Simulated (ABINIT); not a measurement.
The system is SrO.

```
Sr O
1.0
     0.00000    2.56630    2.56630
     2.56630    0.00000    2.56630
     2.56630    2.56630    0.00000
Sr O
1 1
Direct
  0.50000 0.50000 0.50000
  0.00000 0.00000 0.00000
```

Program: ABINIT 10.8.3 (patched build). Alike in all runs: cell as given; cutoff (eV) 626; smearing fermi-dirac 0.05 eV. Hardware: 1 thread of Arm Neoverse V2, on a shared host.

Order these runs on this cell by their wall time, lowest first.
A. task band structure; level LDA; potentials or basis JTH PAW LDA v2.0; spin off; k mesh 9 × 9 × 9
B. task single point; level PBE; potentials or basis JTH PAW PBE v2.0; spin off; k mesh 7 × 7 × 7
C. task band structure; level HCTH407; potentials or basis JTH PAW PBE v2.0; spin SOC, no magnetisation; k mesh 9 × 9 × 9

B (9.6 s), A (34 s), C (190 s).

Not every run made on this cell is shown here.
